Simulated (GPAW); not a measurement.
# GaSb (I-4m2) in GPAW: further runs

Aim: see how the results for GaSb move with the level of theory and the settings. Levels: LDA, PBE, revPBE, vdW-DF-cx, PW91. Tasks: single point.

Everything below comes from runs of GPAW 26.7.0. Logs are shortened: lines on timing, memory, paths and dates and some standing lists are left out, and cuts for length are marked. The log counts tension as positive stress, the text compression.

## 1. The structure

Symmetry: I-4m2, No. 119, tetragonal system. The conventional cell has a = 5.507 Å, b = 5.507 Å, c = 3.181 Å, α = 90.00°, β = 90.00°, γ = 90.00°. Around Sb (site symmetry -4m2) lie 4 Ga at 2.87 Å and 2 Sb at 3.18 Å. Ga (site symmetry -4m2) is surrounded by 4 Sb at 2.87 Å and 2 Ga at 3.18 Å.

Measurements of this composition are mostly on another form, of space group No. 216.

## 2. Single point, LDA

File run.py:

```python
from ase.dft.bandgap import bandgap
from ase.io import read, write
from ase.units import GPa
from gpaw import GPAW, PW

atoms = read('POSCAR')

calc = GPAW(mode=PW(600),
            xc='LDA',
            kpts={'size': (10, 10, 10), 'gamma': True},
            occupations={'name': 'fermi-dirac', 'width': 0.05},
            nbands=18,
            convergence={'density': 1e-05, 'energy': 1e-05},
            maxiter=150,
            txt='gpaw.txt')
atoms.calc = calc
energy = atoms.get_potential_energy()
forces = atoms.get_forces()
stress = atoms.get_stress()
calc.write('gs.gpw')
write('result.traj', atoms)
print(f'Energy: {energy:.6f} eV')
print('Forces (eV/A):')
print(forces.round(4))
print('Stress (GPa):', (stress / GPa).round(3))
print('Fermi level:', round(calc.get_fermi_level(), 4), 'eV')
print(f'Gap: {bandgap(calc)[0]:.4f} eV, direct: {bandgap(calc, direct=True)[0]:.4f} eV')
```

File POSCAR:

```
GaSb
1.0
   -2.7534340000      2.7534340000      1.5907070000
    2.7534340000     -2.7534340000      1.5907070000
    2.7534340000      2.7534340000     -1.5907070000
Sb Ga
1 1
Direct
    0.0000000000      0.0000000000      0.0000000000
    0.7500000000      0.2500000000      0.5000000000
```

Potentials or basis: the program's PAW data sets (release 1.2.1) made for this functional, pw.

Command:

```sh
$ OMP_NUM_THREADS=1 python run.py
```

gpaw.txt:

```text
__  _  _
 | _ |_)|_||  |
 |__||  | ||/\| - 26.7.0

Input parameters:
  mode=PW(ecut=600.0),
  convergence={'density': 1e-05, 'energy': 1e-05},
  kpts=MonkhorstPack(size=(10, 10, 10), gamma=True),
  maxiter=150,
  nbands=18,
  occupations=Occupations(name='fermi-dirac', width=0.05),
  xc=XC(name='LDA')

Diagonalizing LCAO Hamiltonian
Converting LCAO to pw mode

         Ga

       Sb

Atoms  # Å, Bohr magnetons
|   | symbol |        x |        y |        z |    initial magnetic moments |
|---|--------|----------|----------|----------|-----------------------------|
| 0 |     Sb | 0.000000 | 0.000000 | 0.000000 | ( 0.0000,  0.0000,  0.0000) |
| 1 |     Ga | 0.000000 | 2.753434 | 0.795354 | ( 0.0000,  0.0000,  0.0000) |

Unit cell  # Å
| periodic |         x |         y |         z |  lengths |     angles |
|----------|-----------|-----------|-----------|----------|------------|
|      yes | -2.753434 |  2.753434 |  1.590707 | 4.206322 |  98.222229 |
|      yes |  2.753434 | -2.753434 |  1.590707 | 4.206322 |  98.222229 |
|      yes |  2.753434 |  2.753434 | -1.590707 | 4.206322 | 135.559189 |

Number of symmetries: 8
Symmetry operations  # r_c * U_cc + t_c -> r_c
|   | kind |            matrix            |
|---|------|------------------------------|
| 0 |  σ   |  1, 1, 1,  0, 0,-1,  0,-1, 0 |
| 1 |  E   |  1, 0, 0,  0, 1, 0,  0, 0, 1 |
| 2 |  C2  |  0, 1, 0,  1, 0, 0, -1,-1,-1 |
| 3 |  S4  |  0, 0, 1, -1,-1,-1,  0, 1, 0 |
| 4 |  σ   |  0, 0,-1,  1, 1, 1, -1, 0, 0 |
| 5 |  C2  |  0,-1, 0, -1, 0, 0,  0, 0,-1 |
| 6 |  C2  | -1, 0, 0,  0,-1, 0,  1, 1, 1 |
| 7 |  S4  | -1,-1,-1,  0, 0, 1,  1, 0, 0 |

BZ-sampling:
  Number of BZ points: 1000
  Number of IBZ points: 102

  Monkhorst-Pack size: [10, 10, 10]
  Monkhorst-Pack shift: [0.05, 0.05, 0.05]

K-points  # in reciprocal-cell coordinates
|     |                                coordinates |     weight |
|-----|--------------------------------------------|------------|
|   0 | (  0.00000000,   0.00000000,   0.00000000) | 0.00100000 |
|   1 | (  0.10000000,  -0.10000000,   0.00000000) | 0.00400000 |
|   2 | (  0.10000000,  -0.10000000,   0.10000000) | 0.00400000 |
|   3 | (  0.10000000,   0.00000000,   0.00000000) | 0.00800000 |
|   4 | (  0.10000000,   0.10000000,  -0.10000000) | 0.00200000 |
|   5 | (  0.20000000,  -0.20000000,   0.00000000) | 0.00400000 |
|   6 | (  0.20000000,  -0.20000000,   0.10000000) | 0.00800000 |
|   7 | (  0.20000000,  -0.20000000,   0.20000000) | 0.00400000 |
|   8 | (  0.20000000,  -0.10000000,   0.00000000) | 0.01600000 |
|   9 | (  0.20000000,  -0.10000000,   0.10000000) | 0.00800000 |
| ... |                                            |            |
| 101 | (  0.50000000,   0.50000000,   0.50000000) | 0.00100000 |

Plane wave coefficients: 1631
Cutoff: 600.0 eV

Spin-components: 1 (collinear spins)
Bands:           18
Projectors:      11
Spin-degeneracy: 2
Datatype:        complex128

Parallelization:
  kpt:    1
  domain: 1
  band:   1

Density:
  Valence electrons: 18.0
  Components: 1
  Grid points: [24 24 24]
  Charge: 0.0  # |e|

Potential:
  Grid points: [24 24 24]

species:
  Sb:
    name:    Antimony
    Z:       51.0
    valence: 15
    core:    36
    charge:  0.0  # [|e|]
    compensation charges:
      type: gauss
      rc: 0.36  # [Å]
      lmax: 2
    cutoffs:
      filter: 2.23  # [Å]
      core: 2.23  # [Å]
    projectors
    | kind |    occ | energy [eV] | rcut [Å] |
    |------|--------|-------------|----------|
    |   5s |  2.000 |     -13.069 |    1.154 |
    |   5p |  3.000 |      -4.994 |    1.233 |
    |   4d | 10.000 |     -33.564 |    1.196 |
    |    s |        |      14.142 |    1.154 |
    |    p |        |      22.217 |    1.233 |
    |    d |        |      -6.353 |    1.196 |

    Using partial waves for Sb as LCAO basis

  Ga:
    name:    Gallium
    Z:       31.0
    valence: 3
    core:    28
    charge:  0.0  # [|e|]
    compensation charges:
      type: gauss
      rc: 0.37  # [Å]
      lmax: 2
    cutoffs:
      filter: 2.06  # [Å]
      core: 4.17  # [Å]
    projectors
    | kind |    occ | energy [eV] | rcut [Å] |
    |------|--------|-------------|----------|
    |   4s |  2.000 |      -9.167 |    1.164 |
    |   4p |  1.000 |      -2.734 |    1.164 |
    |    s |        |      18.045 |    1.164 |
    |    p |        |      24.478 |    1.164 |
    |    d |        |       0.000 |    1.164 |

    Using partial waves for Ga as LCAO basis

Reference energy: -228940.492409  # eV

eigensolver:
  PPCG
  Converge bands: occupied
  niter=2

density mixing:
  MSR1-Mixer
  Pratt-step length: 0.05
  Maximum mixing coefficient: 0.75
  Old densities: 10
  SVD Regularization: 0.005
  Good broyden scale: 1.0
  Trust region scale: 1.0
  Backstep threshold: 4.0
  History deletion threshold: 6.0
  Fourier metric: weight=20.0, sigma=0.015

occupation numbers:
  Fermi-Dirac:
    width: 0.0500  # eV

poisson solver:
  ecut: 4800.0  # eV

xc functional:
  name: None

convergence criteria:
[... 6 lines left out ...]
|iter     | |      energy | eigst |  dens |
|---------|-|-------------|-------|-------|
|iter:   1| |   -8.663676 | +0.23 |       |
|iter:   2| |   -8.664132 | -2.04 | -1.52 |
|iter:   3| |   -8.643462 | -2.71 | -1.55 |
|iter:   4| |   -8.642904 | -3.50 | -2.09 |
|iter:   5| |   -8.642944 | -4.70 | -2.85 |
|iter:   6| |   -8.642942c| -6.00 | -3.60 |
|iter:   7| |   -8.642944c| -7.05 | -4.09 |
|iter:   8| |   -8.642944c| -7.93c| -4.65 |
|iter:   9| |   -8.642944c| -8.41c| -5.31c|

Converged in 9 steps
Energy contributions relative to reference atoms: (reference = -228940.492409)

Energy contributions:
  Kinetic:           3.906492
  Coulomb:          -3.430313
  Zero:              0.189326
  External:          0.000000
  Xc:               -9.306156
  Entropy:          -0.004586
  Spinorbit:         0.000000
  ----------------------------
  Free energy:      -8.645237
  Extrapolated:     -8.642944

dipole moment: (-14.040411, -5.988231, -5.785448)  # |e|*Ang

Fermi level: 6.223
Eigenvalues  # (at kpt = [0.000, 0.000, 0.000])
| band index |      eig [eV] | occ [0-2] |
|------------|---------------|-----------|
|          0 |       -22.642 |     2.000 |
|          1 |       -22.541 |     2.000 |
|          2 |       -22.541 |     2.000 |
|          3 |       -22.525 |     2.000 |
|          4 |       -22.523 |     2.000 |
|          5 |        -5.708 |     2.000 |
[... 10 lines left out ...]
|         16 |        17.640 |     0.000 |
|         17 |        17.689 |     0.000 |

No gap
No difference between direct/indirect transitions

Forces  # eV/Ang
|       x |       y |        z |
|---------|---------|----------|
| 0.00000 | 0.00000 | -0.00000 |  # Sb   0
| 0.00000 | 0.00000 |  0.00000 |  # Ga   1

Stress tensor  # eV/Ang^3
|         x |        y |         z |
|-----------|----------|-----------|
|  0.027315 | 0.000000 | -0.000000 |
|  0.000000 | 0.027315 |  0.000000 |
| -0.000000 | 0.000000 |  0.029829 |

# Writing to gs.gpw (mode='')
```

Run time: 52 s. Hardware: 1 thread of Arm Neoverse V1, shared host; peak memory 0.22 GiB.

What came out:

```
Free energy            : -8.6452 eV
Pressure               : -4.5 GPa
Band gap on the k mesh : none (metal or under the smearing width)
```

Levels at points of the mesh, in eV from the Fermi level:
```
           k point  band 5  band 6  band 7  band 8  band 9  band 10  band 11  band 12  band 13  band 14
(0.00, 0.00, 0.00)  -28.75  -11.93   -3.01   -1.81   -1.81     3.58     4.92     7.09     7.09     7.49
(0.50, 0.00, 0.50)  -28.74   -8.38   -5.57   -2.45   -1.45    -1.10     2.51     3.28     5.15     8.17
(0.50, 0.50, 0.00)  -28.74  -10.48   -7.99    0.02    1.84     2.13     2.39     4.52     6.55     8.68
(0.50, 0.50, 0.50)  -28.73   -9.45   -5.89   -4.88   -4.88     3.41     5.01    10.28    10.28    13.09
```

## 3. Single point, PBE

run.py, as its differences from that of step 2:

```diff
@@ -8,3 +8,3 @@
 calc = GPAW(mode=PW(600),
-            xc='LDA',
+            xc='PBE',
             kpts={'size': (10, 10, 10), 'gamma': True},
```

POSCAR is that of step 2.

Potentials or basis: GPAW PAW data sets (gpaw-data 1.2.1), pw.

Command:

```sh
$ OMP_NUM_THREADS=1 python run.py
```

gpaw.txt:

```text
__  _  _
 | _ |_)|_||  |
 |__||  | ||/\| - 26.7.0

Input parameters:
  mode=PW(ecut=600.0),
  convergence={'density': 1e-05, 'energy': 1e-05},
  kpts=MonkhorstPack(size=(10, 10, 10), gamma=True),
  maxiter=150,
  nbands=18,
  occupations=Occupations(name='fermi-dirac', width=0.05),
  xc=XC(name='PBE')

Diagonalizing LCAO Hamiltonian
Converting LCAO to pw mode

         Ga

       Sb

Atoms  # Å, Bohr magnetons
|   | symbol |        x |        y |        z |    initial magnetic moments |
|---|--------|----------|----------|----------|-----------------------------|
| 0 |     Sb | 0.000000 | 0.000000 | 0.000000 | ( 0.0000,  0.0000,  0.0000) |
| 1 |     Ga | 0.000000 | 2.753434 | 0.795354 | ( 0.0000,  0.0000,  0.0000) |

Unit cell  # Å
| periodic |         x |         y |         z |  lengths |     angles |
|----------|-----------|-----------|-----------|----------|------------|
|      yes | -2.753434 |  2.753434 |  1.590707 | 4.206322 |  98.222229 |
|      yes |  2.753434 | -2.753434 |  1.590707 | 4.206322 |  98.222229 |
|      yes |  2.753434 |  2.753434 | -1.590707 | 4.206322 | 135.559189 |

Number of symmetries: 8
Symmetry operations  # r_c * U_cc + t_c -> r_c
|   | kind |            matrix            |
|---|------|------------------------------|
| 0 |  σ   |  1, 1, 1,  0, 0,-1,  0,-1, 0 |
| 1 |  E   |  1, 0, 0,  0, 1, 0,  0, 0, 1 |
| 2 |  C2  |  0, 1, 0,  1, 0, 0, -1,-1,-1 |
| 3 |  S4  |  0, 0, 1, -1,-1,-1,  0, 1, 0 |
| 4 |  σ   |  0, 0,-1,  1, 1, 1, -1, 0, 0 |
| 5 |  C2  |  0,-1, 0, -1, 0, 0,  0, 0,-1 |
| 6 |  C2  | -1, 0, 0,  0,-1, 0,  1, 1, 1 |
| 7 |  S4  | -1,-1,-1,  0, 0, 1,  1, 0, 0 |

BZ-sampling:
  Number of BZ points: 1000
  Number of IBZ points: 102

  Monkhorst-Pack size: [10, 10, 10]
  Monkhorst-Pack shift: [0.05, 0.05, 0.05]

K-points  # in reciprocal-cell coordinates
|     |                                coordinates |     weight |
|-----|--------------------------------------------|------------|
|   0 | (  0.00000000,   0.00000000,   0.00000000) | 0.00100000 |
|   1 | (  0.10000000,  -0.10000000,   0.00000000) | 0.00400000 |
|   2 | (  0.10000000,  -0.10000000,   0.10000000) | 0.00400000 |
|   3 | (  0.10000000,   0.00000000,   0.00000000) | 0.00800000 |
|   4 | (  0.10000000,   0.10000000,  -0.10000000) | 0.00200000 |
|   5 | (  0.20000000,  -0.20000000,   0.00000000) | 0.00400000 |
|   6 | (  0.20000000,  -0.20000000,   0.10000000) | 0.00800000 |
|   7 | (  0.20000000,  -0.20000000,   0.20000000) | 0.00400000 |
|   8 | (  0.20000000,  -0.10000000,   0.00000000) | 0.01600000 |
|   9 | (  0.20000000,  -0.10000000,   0.10000000) | 0.00800000 |
| ... |                                            |            |
| 101 | (  0.50000000,   0.50000000,   0.50000000) | 0.00100000 |

Plane wave coefficients: 1631
Cutoff: 600.0 eV

Spin-components: 1 (collinear spins)
Bands:           18
Projectors:      11
Spin-degeneracy: 2
Datatype:        complex128

Parallelization:
  kpt:    1
  domain: 1
  band:   1

Density:
  Valence electrons: 18.0
  Components: 1
  Grid points: [24 24 24]
  Charge: 0.0  # |e|

Potential:
  Grid points: [24 24 24]

species:
  Sb:
    name:    Antimony
    Z:       51.0
    valence: 15
    core:    36
    charge:  0.0  # [|e|]
    compensation charges:
      type: gauss
      rc: 0.36  # [Å]
      lmax: 2
    cutoffs:
      filter: 2.23  # [Å]
      core: 2.23  # [Å]
    projectors
    | kind |    occ | energy [eV] | rcut [Å] |
    |------|--------|-------------|----------|
    |   5s |  2.000 |     -12.815 |    1.154 |
    |   5p |  3.000 |      -4.830 |    1.233 |
    |   4d | 10.000 |     -33.514 |    1.196 |
    |    s |        |      14.396 |    1.154 |
    |    p |        |      22.381 |    1.233 |
    |    d |        |      -6.303 |    1.196 |

    Using partial waves for Sb as LCAO basis

  Ga:
    name:    Gallium
    Z:       31.0
    valence: 3
    core:    28
    charge:  0.0  # [|e|]
    compensation charges:
      type: gauss
      rc: 0.37  # [Å]
      lmax: 2
    cutoffs:
      filter: 2.06  # [Å]
      core: 4.17  # [Å]
    projectors
    | kind |    occ | energy [eV] | rcut [Å] |
    |------|--------|-------------|----------|
    |   4s |  2.000 |      -8.945 |    1.164 |
    |   4p |  1.000 |      -2.580 |    1.164 |
    |    s |        |      18.266 |    1.164 |
    |    p |        |      24.631 |    1.164 |
    |    d |        |       0.000 |    1.164 |

    Using partial waves for Ga as LCAO basis

Reference energy: -229166.229777  # eV

eigensolver:
  PPCG
  Converge bands: occupied
  niter=2

density mixing:
  MSR1-Mixer
  Pratt-step length: 0.05
  Maximum mixing coefficient: 0.75
  Old densities: 10
  SVD Regularization: 0.005
  Good broyden scale: 1.0
  Trust region scale: 1.0
  Backstep threshold: 4.0
  History deletion threshold: 6.0
  Fourier metric: weight=20.0, sigma=0.015

occupation numbers:
  Fermi-Dirac:
    width: 0.0500  # eV

poisson solver:
  ecut: 4800.0  # eV

xc functional:
  name: PBE with 2 nearest neighbor stencil

convergence criteria:
[... 6 lines left out ...]
|iter     | |      energy | eigst |  dens |
|---------|-|-------------|-------|-------|
|iter:   1| |   -7.292575 | +0.22 |       |
|iter:   2| |   -7.294784 | -2.09 | -1.52 |
|iter:   3| |   -7.287525 | -2.62 | -1.54 |
|iter:   4| |   -7.288677 | -3.31 | -2.06 |
|iter:   5| |   -7.288824 | -4.53 | -2.78 |
|iter:   6| |   -7.288829c| -5.63 | -3.37 |
|iter:   7| |   -7.288832c| -6.79 | -3.98 |
|iter:   8| |   -7.288832c| -7.54c| -4.52 |
|iter:   9| |   -7.288832c| -8.19c| -5.25c|

Converged in 9 steps
Energy contributions relative to reference atoms: (reference = -229166.229777)

Energy contributions:
  Kinetic:           5.968517
  Coulomb:          -5.191906
  Zero:              0.183359
  External:          0.000000
  Xc:               -8.246358
  Entropy:          -0.004888
  Spinorbit:         0.000000
  ----------------------------
  Free energy:      -7.291276
  Extrapolated:     -7.288832

dipole moment: (-13.990624, -5.900803, -5.745813)  # |e|*Ang

Fermi level: 6.579
Eigenvalues  # (at kpt = [0.000, 0.000, 0.000])
| band index |      eig [eV] | occ [0-2] |
|------------|---------------|-----------|
|          0 |       -22.464 |     2.000 |
|          1 |       -22.366 |     2.000 |
|          2 |       -22.366 |     2.000 |
|          3 |       -22.346 |     2.000 |
|          4 |       -22.345 |     2.000 |
|          5 |        -5.340 |     2.000 |
[... 10 lines left out ...]
|         16 |        17.897 |     0.000 |
|         17 |        17.951 |     0.000 |

No gap
No difference between direct/indirect transitions

Forces  # eV/Ang
|       x |        y |       z |
|---------|----------|---------|
| 0.00000 | -0.00000 | 0.00000 |  # Sb   0
| 0.00000 |  0.00000 | 0.00000 |  # Ga   1

Stress tensor  # eV/Ang^3
|         x |         y |        z |
|-----------|-----------|----------|
| -0.001581 |  0.000000 | 0.000000 |
|  0.000000 | -0.001581 | 0.000000 |
|  0.000000 |  0.000000 | 0.004467 |

# Writing to gs.gpw (mode='')
```

Wall time 52 s (1 thread of Arm Neoverse V1, shared host); peak memory 0.22 GiB.

What came out:

| Quantity | Value |
| --- | --- |
| Free energy | -7.2913 eV |
| Pressure | -0.1 GPa |
| Band gap on the k mesh | none (metal or under the smearing width) |

Levels at points of the mesh, in eV from the Fermi level:
```
           k point  band 5  band 6  band 7  band 8  band 9  band 10  band 11  band 12  band 13  band 14
(0.00, 0.00, 0.00)  -28.92  -11.92   -2.90   -1.84   -1.84     3.47     4.98     7.14     7.14     7.55
(0.50, 0.00, 0.50)  -28.92   -8.32   -5.59   -2.43   -1.48    -1.11     2.43     3.30     5.16     8.12
(0.50, 0.50, 0.00)  -28.92  -10.45   -7.99   -0.01    1.82     2.17     2.39     4.55     6.58     8.57
(0.50, 0.50, 0.50)  -28.91   -9.39   -5.86   -4.94   -4.94     3.42     4.98    10.40    10.40    13.11
```

(Continued in part 2 of 2.)
